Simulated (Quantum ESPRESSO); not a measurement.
Crystal: MnO.

```
Mn O
1.0
     0.00000    2.22200    2.22200
     2.22200    0.00000    2.22200
     2.22200    2.22200    0.00000
Mn O
1 1
Cartesian
  0.0000 0.0000 0.0000
  2.2220 2.2220 2.2220
```

- Program: Quantum ESPRESSO 7.5
- Task: Wannier functions
- Functional: LDA
- Potentials or basis: PseudoDojo 0.4.1 SR LDA standard
- Cutoff: 1306 eV
- Density cutoff: 5225 eV
- k mesh: 8 × 8 × 8
- Occupations: fermi-dirac, width 0.05 eV
- Spin: collinear spin, ferromagnetic start
- Starting moments: [4.0, 0.0] μB
- Form of the LDA correlation: PW92
- Mixing beta: 0.3
- Most SCF iterations: 120
- SCF threshold: 4e-10 Ry
- k mesh for the Wannier functions: 5 × 5 × 5

Start: SCDM with an erfc weight, μ = 2.0 eV over the reference level, σ = 3.0 eV, one function for each orbital of the shells Mn spd, O sp; the lowest 4 bands are left out. The reference level is the Fermi level, or the middle of the gap.

With SCDM with an erfc weight, how many functions result, how localised are they, and how well do they interpolate the bands?

26 functions with spreads from 0.45 to 2.78 Å², 31.1 Å² in all; they miss the direct bands by 35 meV (root mean square).

Spin up: Wannier functions:
| function | nearest atom | distance (Å) | spread (Å²) | on-site energy from the reference level (eV) |
| --- | --- | --- | --- | --- |
| 1 | 1 Mn | 0.03 | 0.52 | -1.94 |
| 2 | 1 Mn | 0.04 | 0.57 | -1.96 |
| 3 | 1 Mn | 0.03 | 0.54 | -2.01 |
| 4 | 2 O | 0.31 | 0.48 | -6.65 |
| 5 | 2 O | 0.30 | 0.46 | -6.47 |
| 6 | 2 O | 0.30 | 0.47 | -6.55 |
| 7 | 2 O | 0.30 | 0.47 | -6.56 |
| 8 | 1 Mn | 0.03 | 0.53 | -2.08 |
| 9 | 1 Mn | 0.06 | 0.65 | -1.78 |
| 10 | 1 Mn | 0.90 | 2.75 | 7.49 |
| 11 | 1 Mn | 1.13 | 2.78 | 6.28 |
| 12 | 1 Mn | 1.06 | 2.60 | 6.44 |
| 13 | 1 Mn | 1.06 | 2.57 | 6.39 |
Spin down: Wannier functions:
```csv
function,nearest atom,distance (Å),spread (Å²),on-site energy from the reference level (eV)
1,1 Mn,0.03,0.58,1.94
2,1 Mn,0.05,0.66,1.96
3,1 Mn,0.04,0.62,1.88
4,2 O,0.31,0.47,-6.12
5,2 O,0.30,0.45,-5.94
6,2 O,0.30,0.46,-6.03
7,2 O,0.30,0.47,-6.04
8,1 Mn,0.03,0.60,1.82
9,1 Mn,0.08,0.77,2.15
10,1 Mn,0.92,2.75,8.72
11,1 Mn,1.15,2.76,7.39
12,1 Mn,1.08,2.56,7.57
13,1 Mn,1.08,2.52,7.50
```

Parts of the spread (Å²): spin up: invariant 9.90, diagonal 0.637, off-diagonal 4.85, total 15.39; spin down: invariant 10.06, diagonal 0.599, off-diagonal 5.02, total 15.69. Against the direct bands the interpolation misses by 35 meV (root mean square) and 303 meV at most, for states up to 1 eV over the reference level.

Caveat: a cell with one magnetic atom can't hold antiferromagnetic order, which such compounds often take; semilocal functionals often make such compounds metallic where correlation or magnetic order opens a gap, which also shifts bond lengths.
